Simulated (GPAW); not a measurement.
# How the plane-wave cutoff moves the magnetism of free-standing square Ru monolayer, spacing 3.288 A

Aim: see how far moments and order energies of free-standing square Ru monolayer, spacing 3.288 A move with the plane-wave cutoff, and what each rung costs.

Main program and level: GPAW 26.7.0; PBE; plane waves with GPAW's PAW setups, scalar-relativistic.

## (1) The starting structure

The cell holds 1 atom: 1 Ru. Cell: a = 3.288 Å, b = 3.288 Å, c = 14.000 Å, α = 90.0°, β = 90.0°, γ = 90.0°. model lattice. Vacuum lies along c.

## (2) Rung 1 (250 eV), start ferro +

The ladder starts at a low cutoff and climbs, to see from where on the results stand still.

File order1.py:

```python
import json
import numpy as np
from ase import Atoms
from ase.parallel import paropen, parprint
from gpaw import GPAW

atoms = Atoms(['Ru'],
    cell=[[3.288, 0.0, 0.0],
         [0.0, 3.288, 0.0],
         [0.0, 0.0, 14.0]],
    scaled_positions=[[0.0, 0.0, 0.5]],
    pbc=True,
    magmoms=[1.5])
atoms.calc = GPAW(mode={'name': 'pw', 'ecut': 250},
    xc='PBE',
    kpts={'size': (8, 8, 1), 'gamma': True},
    occupations={'name': 'fermi-dirac', 'width': 0.005},
    convergence={'density': 1e-05, 'energy': 1e-05},
    maxiter=200,
    symmetry={'tolerance': 1e-4},
    txt='order1.txt')
e = atoms.get_potential_energy(force_consistent=True)
res = {'free_energy': e, 'energy_sigma0': atoms.get_potential_energy(), 'fermi_energy': atoms.calc.get_fermi_level()}
res['moments'] = atoms.get_magnetic_moments().tolist()
res['total'] = atoms.get_magnetic_moment()
parprint('site moments (muB):', np.round(res['moments'], 3))
parprint(f"total moment: {res['total']:.3f} muB")
parprint(f'free energy: {e:.6f} eV')
atoms.calc.write('order1.gpw')
with paropen('results.json', 'w') as f:
    json.dump(res, f)
```

Started as:

```bash
$ OMP_NUM_THREADS=1 python3 order1.py > order1.log
```

What it wrote:

```text
site moments (muB): [2.49]
total moment: 2.873 muB
free energy: -3.963196 eV

--- order1.txt ---
Input parameters:
  mode=PW(ecut=250),
  convergence={'density': 1e-05, 'energy': 1e-05},
  kpts=MonkhorstPack(size=(8, 8, 1), gamma=True),
  maxiter=200,
  occupations=Occupations(name='fermi-dirac', width=0.005),
  symmetry=Symmetry(tolerance=0.0001),
  xc=XC(name='PBE')

Diagonalizing LCAO Hamiltonian
Converting LCAO to pw mode
   .-------.
  /|       |
 * |       |
 | |       |
 | |       |
 | |       |
 | |       |
 | |       |
 | |       |
 | |       |
 Ru|       |
 | |       |
 | |       |
 | |       |
 | |       |
 | |       |
 | |       |
 | .-------.
 |/       /
 *-------*

Atoms  # Å, Bohr magnetons
|   | symbol |        x |        y |        z |    initial magnetic moments |
|---|--------|----------|----------|----------|-----------------------------|
| 0 |     Ru | 0.000000 | 0.000000 | 7.000000 | ( 0.0000,  0.0000,  1.5000) |

Unit cell  # Å
| periodic |        x |        y |         z |   lengths |    angles |
|----------|----------|----------|-----------|-----------|-----------|
|      yes | 3.288000 | 0.000000 |  0.000000 |  3.288000 | 90.000000 |
|      yes | 0.000000 | 3.288000 |  0.000000 |  3.288000 | 90.000000 |
|      yes | 0.000000 | 0.000000 | 14.000000 | 14.000000 | 90.000000 |

Number of symmetries: 16

BZ-sampling:
  Number of BZ points: 64
  Number of IBZ points: 15

  Monkhorst-Pack size: [8, 8, 1]
  Monkhorst-Pack shift: [0.0625, 0.0625, 0.0]

Plane wave coefficients: 1378
Cutoff: 250.0 eV

Spin-components: 2 (collinear spins)
Bands:           13
Projectors:      6
Spin-degeneracy: 1
Datatype:        complex128

Parallelization:
  kpt:    1
  domain: 1
  band:   1

Density:
  Valence electrons: 16.0
  Components: 2
  Grid points: [12 12 54]
  Charge: 0.0  # |e|

Potential:
  Grid points: [12 12 54]

[... setups left out ...]
Reference energy: -123245.124983  # eV

eigensolver:
  PPCG
  Converge bands: occupied
  niter=2

density mixing:
  MSR1-Mixer
  Pratt-step length: 0.05
  Maximum mixing coefficient: 0.75
  Old densities: 10
  SVD Regularization: 0.005
  Good broyden scale: 1.0
  Trust region scale: 1.0
  Backstep threshold: 4.0
  History deletion threshold: 6.0
  Fourier metric: weight=20.0, sigma=0.015

occupation numbers:
  Fermi-Dirac:
    width: 0.0050  # eV

poisson solver:
  ecut: 2000.0  # eV

xc functional:
  name: PBE with 2 nearest neighbor stencil

convergence criteria:
- Maximum integral of absolute [dens]ity change: 1e-05 electrons / valence electron
- Maximum [total energy] change in last 3 cyles: 1e-05 eV / valence electron
- Maximum integral of absolute [eigenst]ate change: 4e-08 eV^2 / valence electron
maximum number of iterations: 200

SCF iterations
|iter     |      energy | eigst |  dens |  magmom |
|---------|-------------|-------|-------|---------|
|iter:   1|       0s |   -4.276352 | -0.43 |       |  +1.4931|
|iter:   2|       0s |   -3.998363 | -1.72 | -0.77 |  +1.5247|
|iter:   3|       1s |   -3.764282 | -0.87 | -0.81 |  +2.1019|
|iter:   4|       1s |   -3.881523 | -2.04 | -1.22 |  +2.3708|
|iter:   5|       2s |   -3.961535 | -2.00 | -1.35 |  +2.8543|
|iter:   6|       2s |   -3.962314 | -3.21 | -1.98 |  +2.8404|
|iter:   7|       3s |   -3.962950 | -3.77 | -2.37 |  +2.8549|
|iter:   8|       3s |   -3.963041 | -4.43 | -2.85 |  +2.8662|
|iter:   9|       3s |   -3.963068c| -5.16 | -3.19 |  +2.8727|
|iter:  10|       4s |   -3.963071c| -5.88 | -3.63 |  +2.8728|
|iter:  11|       4s |   -3.963071c| -6.54 | -4.35 |  +2.8733|
|iter:  12|       5s |   -3.963071c| -7.07 | -4.83 |  +2.8733|
|iter:  13|       5s |   -3.963071c| -7.53c| -5.19c|  +2.8734|

Converged in 13 steps
Energy contributions relative to reference atoms: (reference = -123245.124983)

Energy contributions:
  Kinetic:          -8.991332
  Coulomb:           5.753501
  Zero:              0.526472
  External:          0.000000
  Xc:               -1.251587
  Entropy:          -0.000250
  Spinorbit:         0.000000
  ----------------------------
  Free energy:      -3.963196
  Extrapolated:     -3.963071

dipole moment: (-11.274215, -11.274215, 0.000001)  # |e|*Ang

Total magnetic moment: (0.000000, 0.000000, 2.873376)

Local magnetic moments
|        x |        y |        z |
|----------|----------|----------|
| 0.000000 | 0.000000 | 2.490458 |  # Ru   0

Fermi level: -2.746
Eigenvalues  # (at kpt = [0.000, 0.000, 0.000])
| band index |      eig [eV] | occ [0-1] |      eig [eV] | occ [0-1] |
|------------|---------------|-----------|---------------|-----------|
|          0 |       -75.820 |     1.000 |       -73.988 |     1.000 |
|          1 |       -46.226 |     1.000 |       -44.069 |     1.000 |
|          2 |       -45.718 |     1.000 |       -43.877 |     1.000 |
|          3 |       -45.718 |     1.000 |       -43.877 |     1.000 |
|          4 |        -5.857 |     1.000 |        -5.173 |     1.000 |
|          5 |        -5.097 |     1.000 |        -3.981 |     1.000 |
|          6 |        -4.864 |     1.000 |        -2.625 |     0.000 |
|          7 |        -4.041 |     1.000 |        -2.158 |     0.000 |
|          8 |        -4.041 |     1.000 |        -2.158 |     0.000 |
|          9 |        -3.553 |     1.000 |        -1.398 |     0.000 |
|         10 |        -1.243 |     0.000 |        -0.709 |     0.000 |
|         11 |         1.259 |     0.000 |         1.434 |     0.000 |
|         12 |         2.466 |     0.000 |         2.654 |     0.000 |

No gap
No difference between direct/indirect transitions
```

Run time: 7.5 s. Hardware: 1 MPI rank of Intel Xeon Platinum 8559C (Emerald Rapids), shared host; peak memory 0.15 GiB.

Read from the output:

```yaml
magnetization: 2.873 μB
final_state: ferromagnetic
largest_moment: 2.490 μB
```

After 13 cycles the largest moment stands at 2.49 μB.

## (3) Rung 1 (250 eV), start antiferro q=(0,1/2,0) +-

The second start gives the energy difference between the two end states, the quantity that is followed up the ladder. Its q is in fractions of the reciprocal vectors of the first run's cell.

order2.py is the script of step 2 with these lines changed:

```diff
@@ -6,12 +6,13 @@
 
-atoms = Atoms(['Ru'],
+atoms = Atoms(['Ru', 'Ru'],
     cell=[[3.288, 0.0, 0.0],
-         [0.0, 3.288, 0.0],
+         [0.0, 6.576, 0.0],
          [0.0, 0.0, 14.0]],
-    scaled_positions=[[0.0, 0.0, 0.5]],
+    scaled_positions=[[0.0, 0.0, 0.5],
+         [0.0, 0.5, 0.5]],
     pbc=True,
-    magmoms=[1.5])
+    magmoms=[1.5, -1.5])
 atoms.calc = GPAW(mode={'name': 'pw', 'ecut': 250},
     xc='PBE',
-    kpts={'size': (8, 8, 1), 'gamma': True},
+    kpts={'size': (8, 4, 1), 'gamma': True},
     occupations={'name': 'fermi-dirac', 'width': 0.005},
@@ -20,3 +21,3 @@
     symmetry={'tolerance': 1e-4},
-    txt='order1.txt')
+    txt='order2.txt')
 e = atoms.get_potential_energy(force_consistent=True)
@@ -28,3 +29,3 @@
 parprint(f'free energy: {e:.6f} eV')
-atoms.calc.write('order1.gpw')
+atoms.calc.write('order2.gpw')
 with paropen('results.json', 'w') as f:
```

Started as:

```bash
$ OMP_NUM_THREADS=1 python3 order2.py > order2.log
```

What it wrote:

```text
site moments (muB): [ 2.272 -2.272]
total moment: 0.000 muB
free energy: -7.674231 eV

--- order2.txt ---
Input parameters:
  mode=PW(ecut=250),
  convergence={'density': 1e-05, 'energy': 1e-05},
  kpts=MonkhorstPack(size=(8, 4, 1), gamma=True),
  maxiter=200,
  occupations=Occupations(name='fermi-dirac', width=0.005),
  symmetry=Symmetry(tolerance=0.0001),
  xc=XC(name='PBE')

Diagonalizing LCAO Hamiltonian
Converting LCAO to pw mode
     .-------.
    /|       |
   / |       |
  /  |       |
 *   |       |
 |   |       |
 |   |       |
 |   |       |
 |   |       |
 |   |       |
 | Ru|       |
 |   |       |
 Ru  |       |
 |   |       |
 |   |       |
 |   |       |
 |   |       |
 |   .-------.
 |  /       /
 | /       /
 |/       /
 *-------*

Atoms  # Å, Bohr magnetons
|   | symbol |        x |        y |        z |    initial magnetic moments |
|---|--------|----------|----------|----------|-----------------------------|
| 0 |     Ru | 0.000000 | 0.000000 | 7.000000 | ( 0.0000,  0.0000,  1.5000) |
| 1 |     Ru | 0.000000 | 3.288000 | 7.000000 | ( 0.0000,  0.0000, -1.5000) |

Number of symmetries: 8

BZ-sampling:
  Number of BZ points: 32
  Number of IBZ points: 15

  Monkhorst-Pack size: [8, 4, 1]
  Monkhorst-Pack shift: [0.0625, 0.125, 0.0]

Plane wave coefficients: 2729
Cutoff: 250.0 eV

Spin-components: 2 (collinear spins)
Bands:           24
Projectors:      12
Spin-degeneracy: 1
Datatype:        complex128

Parallelization:
  kpt:    1
  domain: 1
  band:   1

Density:
  Valence electrons: 32.0
  Components: 2
  Grid points: [12 24 54]
  Charge: 0.0  # |e|

Potential:
  Grid points: [12 24 54]

[...]
|iter:  15|      21s |   -7.673845c| -7.54c| -4.65 |  +0.0000|
|iter:  16|      23s |   -7.673843c| -7.68c| -4.52 |  +0.0000|
|iter:  17|      23s |   -7.673842c| -7.87c| -4.94 |  +0.0000|
|iter:  18|      24s |   -7.673842c| -8.29c| -5.66c|  +0.0000|

Converged in 18 steps
Energy contributions relative to reference atoms: (reference = -246490.249966)

Energy contributions:
  Kinetic:         -18.958460
  Coulomb:          12.390515
  Zero:              1.051451
  External:          0.000000
  Xc:               -2.156959
  Entropy:          -0.000777
  Spinorbit:         0.000000
  ----------------------------
  Free energy:      -7.674231
  Extrapolated:     -7.673842

dipole moment: (-22.547939, -22.547939, 0.000003)  # |e|*Ang

Total magnetic moment: (0.000000, 0.000000, 0.000001)

Local magnetic moments
|        x |        y |         z |
|----------|----------|-----------|
| 0.000000 | 0.000000 |  2.271787 |  # Ru   0
| 0.000000 | 0.000000 | -2.271787 |  # Ru   1

Fermi level: -2.803
Eigenvalues  # (at kpt = [0.000, 0.000, 0.000])
| band index |      eig [eV] | occ [0-1] |      eig [eV] | occ [0-1] |
|------------|---------------|-----------|---------------|-----------|
|          0 |       -75.800 |     1.000 |       -75.800 |     1.000 |
|        ... |               |           |               |           |
|          7 |       -44.044 |     1.000 |       -44.044 |     1.000 |
|          8 |        -5.695 |     1.000 |        -5.695 |     1.000 |
|          9 |        -5.056 |     1.000 |        -5.056 |     1.000 |
|         10 |        -4.745 |     1.000 |        -4.745 |     1.000 |
[...]
|         20 |        -1.016 |     0.000 |        -1.016 |     0.000 |
|         21 |        -0.028 |     0.000 |        -0.028 |     0.000 |
|         22 |         1.366 |     0.000 |         1.366 |     0.000 |
|         23 |         2.147 |     0.000 |         2.147 |     0.000 |

No gap
No difference between direct/indirect transitions
```

It took 28 s on 1 MPI rank; peak memory 0.2 GiB.

Numbers from this step:

* magnetization: 0 μB
* final state: antiferromagnetic
* largest moment: 2.272 μB

This start lies +126.1 meV a seeded atom from the first; its largest moment is 2.27 μB.

## (4) Rung 2 (325 eV), start ferro +

order1.py is the script of step 2 with these lines changed:

```diff
@@ -13,3 +13,3 @@
     magmoms=[1.5])
-atoms.calc = GPAW(mode={'name': 'pw', 'ecut': 250},
+atoms.calc = GPAW(mode={'name': 'pw', 'ecut': 325},
     xc='PBE',
```

Started as:

```bash
$ OMP_NUM_THREADS=1 python3 order1.py > order1.log
```

What it wrote:

```text
site moments (muB): [2.503]
total moment: 2.848 muB
free energy: -4.414373 eV

--- order1.txt ---
Input parameters:
  mode=PW(ecut=325),
  convergence={'density': 1e-05, 'energy': 1e-05},
  kpts=MonkhorstPack(size=(8, 8, 1), gamma=True),
  maxiter=200,
  occupations=Occupations(name='fermi-dirac', width=0.005),
  symmetry=Symmetry(tolerance=0.0001),
  xc=XC(name='PBE')

Diagonalizing LCAO Hamiltonian
[...]
|          3 |       -45.645 |     1.000 |       -43.813 |     1.000 |
|          4 |        -5.813 |     1.000 |        -5.146 |     1.000 |
[...]
|          9 |        -3.547 |     1.000 |        -1.383 |     0.000 |
|         10 |        -1.225 |     0.000 |        -0.709 |     0.000 |
|         11 |         1.257 |     0.000 |         1.433 |     0.000 |
|         12 |         2.465 |     0.000 |         2.652 |     0.000 |

No gap
No difference between direct/indirect transitions


[key lines of the parts left out:]
Free energy:      -4.414373
Converged in 14 steps
dipole moment: (-11.263395, -11.263395, 0.000001)  # |e|*Ang
Fermi level: -2.719
```

The job ended after 10 s (1 MPI rank; peak memory 0.17 GiB).

This step gave:

```
magnetization  : 2.848 μB
final state    : ferromagnetic
largest moment : 2.503 μB
```

The largest moment moves by +0.01 μB from rung 1, at 1.4 times its CPU time.

## (5) Rung 2 (325 eV), start antiferro q=(0,1/2,0) +-

order2.py is the script of step 3 with these lines changed:

```diff
@@ -14,3 +14,3 @@
     magmoms=[1.5, -1.5])
-atoms.calc = GPAW(mode={'name': 'pw', 'ecut': 250},
+atoms.calc = GPAW(mode={'name': 'pw', 'ecut': 325},
     xc='PBE',
```

Started as:

```bash
$ OMP_NUM_THREADS=1 python3 order2.py > order2.log
```

What it wrote:

```text
site moments (muB): [ 2.297 -2.297]
total moment: 0.000 muB
free energy: -8.570872 eV

--- order2.txt ---
Input parameters:
  mode=PW(ecut=325),
  convergence={'density': 1e-05, 'energy': 1e-05},
  kpts=MonkhorstPack(size=(8, 4, 1), gamma=True),
  maxiter=200,
  occupations=Occupations(name='fermi-dirac', width=0.005),
  symmetry=Symmetry(tolerance=0.0001),
  xc=XC(name='PBE')

Diagonalizing LCAO Hamiltonian
[...]
|          9 |        -5.038 |     1.000 |        -5.038 |     1.000 |
|         10 |        -4.731 |     1.000 |        -4.731 |     1.000 |
[...]
|         20 |        -1.006 |     0.000 |        -1.006 |     0.000 |
|         21 |        -0.006 |     0.000 |        -0.006 |     0.000 |
|         22 |         1.366 |     0.000 |         1.366 |     0.000 |
|         23 |         2.159 |     0.000 |         2.159 |     0.000 |

No gap
No difference between direct/indirect transitions


[key lines of the parts left out:]
Free energy:      -8.570872
Converged in 16 steps
dipole moment: (-22.527745, -22.527744, 0.000003)  # |e|*Ang
Fermi level: -2.791
```

Wall time 37 s (1 MPI rank); peak memory 0.24 GiB.

Numbers from this step:

| Property | Result |
| --- | --- |
| magnetization | 0 μB |
| final state | antiferromagnetic |
| largest moment | 2.297 μB |

This start lies +128.9 meV a seeded atom from the first, a change of +2.9 meV since rung 1; its largest moment is 2.30 μB.

## (6) Rung 3 (400 eV), start ferro +

order1.py is the script of step 4 with these lines changed:

```diff
@@ -13,3 +13,3 @@
     magmoms=[1.5])
-atoms.calc = GPAW(mode={'name': 'pw', 'ecut': 325},
+atoms.calc = GPAW(mode={'name': 'pw', 'ecut': 400},
     xc='PBE',
```

Started as:

```bash
$ OMP_NUM_THREADS=1 python3 order1.py > order1.log
```

What it wrote:

```text
site moments (muB): [2.512]
total moment: 2.847 muB
free energy: -4.624835 eV

--- order1.txt ---
Input parameters:
  mode=PW(ecut=400),
  convergence={'density': 1e-05, 'energy': 1e-05},
  kpts=MonkhorstPack(size=(8, 8, 1), gamma=True),
  maxiter=200,
  occupations=Occupations(name='fermi-dirac', width=0.005),
  symmetry=Symmetry(tolerance=0.0001),
  xc=XC(name='PBE')

Diagonalizing LCAO Hamiltonian
[...]
|          3 |       -45.609 |     1.000 |       -43.773 |     1.000 |
|          4 |        -5.805 |     1.000 |        -5.141 |     1.000 |
[...]
|          9 |        -3.550 |     1.000 |        -1.381 |     0.000 |
|         10 |        -1.221 |     0.000 |        -0.707 |     0.000 |
|         11 |         1.270 |     0.000 |         1.439 |     0.000 |
|         12 |         2.469 |     0.000 |         2.651 |     0.000 |

No gap
No difference between direct/indirect transitions


[key lines of the parts left out:]
Free energy:      -4.624835
Converged in 15 steps
dipole moment: (-11.254649, -11.254649, 0.000001)  # |e|*Ang
Fermi level: -2.712
```

It took 13 s on 1 MPI rank; peak memory 0.19 GiB.

Read from the output:

* magnetization: 2.847 μB
* final state: ferromagnetic
* largest moment: 2.512 μB

The largest moment moves by +0.01 μB from rung 2, at 1.3 times its CPU time.

## (7) Rung 3 (400 eV), start antiferro q=(0,1/2,0) +-

order2.py is the script of step 5 with these lines changed:

```diff
@@ -14,3 +14,3 @@
     magmoms=[1.5, -1.5])
-atoms.calc = GPAW(mode={'name': 'pw', 'ecut': 325},
+atoms.calc = GPAW(mode={'name': 'pw', 'ecut': 400},
     xc='PBE',
```

Started as:

```bash
$ OMP_NUM_THREADS=1 python3 order2.py > order2.log
```

What it wrote:

```text
site moments (muB): [ 2.303 -2.303]
total moment: -0.000 muB
free energy: -8.990935 eV

--- order2.txt ---
Input parameters:
  mode=PW(ecut=400),
  convergence={'density': 1e-05, 'energy': 1e-05},
  kpts=MonkhorstPack(size=(8, 4, 1), gamma=True),
  maxiter=200,
  occupations=Occupations(name='fermi-dirac', width=0.005),
  symmetry=Symmetry(tolerance=0.0001),
  xc=XC(name='PBE')

Diagonalizing LCAO Hamiltonian
[...]
|          9 |        -5.034 |     1.000 |        -5.034 |     1.000 |
|         10 |        -4.727 |     1.000 |        -4.727 |     1.000 |
[...]
|         20 |        -1.003 |     0.000 |        -1.003 |     0.000 |
|         21 |        -0.001 |     0.000 |        -0.001 |     0.000 |
|         22 |         1.376 |     0.000 |         1.376 |     0.000 |
|         23 |         2.164 |     0.000 |         2.164 |     0.000 |

No gap
No difference between direct/indirect transitions


[key lines of the parts left out:]
Free energy:      -8.990935
Converged in 16 steps
dipole moment: (-22.510011, -22.510010, 0.000003)  # |e|*Ang
Fermi level: -2.787
```

Run time: 46 s. Hardware: 1 MPI rank; peak memory 0.3 GiB.

This step gave:

```
magnetization  : 0 μB
final state    : antiferromagnetic
largest moment : 2.303 μB
```

This start lies +129.4 meV a seeded atom from the first, a change of +0.4 meV since rung 2; its largest moment is 2.30 μB.

## (8) Rung 4 (500 eV), start ferro +

order1.py is the script of step 6 with these lines changed:

```diff
@@ -13,3 +13,3 @@
     magmoms=[1.5])
-atoms.calc = GPAW(mode={'name': 'pw', 'ecut': 400},
+atoms.calc = GPAW(mode={'name': 'pw', 'ecut': 500},
     xc='PBE',
```

Started as:

```bash
$ OMP_NUM_THREADS=1 python3 order1.py > order1.log
```

What it wrote:

```text
site moments (muB): [2.513]
total moment: 2.847 muB
free energy: -4.694857 eV

--- order1.txt ---
Input parameters:
  mode=PW(ecut=500),
  convergence={'density': 1e-05, 'energy': 1e-05},
  kpts=MonkhorstPack(size=(8, 8, 1), gamma=True),
  maxiter=200,
  occupations=Occupations(name='fermi-dirac', width=0.005),
  symmetry=Symmetry(tolerance=0.0001),
  xc=XC(name='PBE')

Diagonalizing LCAO Hamiltonian
[...]
|          3 |       -45.605 |     1.000 |       -43.768 |     1.000 |
|          4 |        -5.806 |     1.000 |        -5.142 |     1.000 |
[...]
|          9 |        -3.551 |     1.000 |        -1.381 |     0.000 |
|         10 |        -1.221 |     0.000 |        -0.707 |     0.000 |
|         11 |         1.275 |     0.000 |         1.443 |     0.000 |
|         12 |         2.470 |     0.000 |         2.651 |     0.000 |

No gap
No difference between direct/indirect transitions


[key lines of the parts left out:]
Free energy:      -4.694857
Converged in 16 steps
dipole moment: (-11.253622, -11.253622, 0.000001)  # |e|*Ang
Fermi level: -2.712
```

Elapsed: 23 s, on 1 MPI rank; peak memory 0.22 GiB.

This step gave:

```
magnetization  : 2.847 μB
final state    : ferromagnetic
largest moment : 2.513 μB
```

The largest moment is that of rung 3, at 1.7 times its CPU time.

[end of part 1 of 2]

[Logs and program files are shortened in this print: banners, set-up blocks, solver, clock and traceback lines can be left out without a mark of their own.]

[Logs are printed without paths, hosts, clocks, repeated set-up lines and the standing remarks that a program may print on its own settings, such as how far it seeks lower states.]

[Hosts, paths, dates, database ids (printed as entryN), source tags and the programs' standing remarks are cut or masked in the printed files.]

[Where a cell is said to come from a database of computed structures, the database is the Materials Project.]
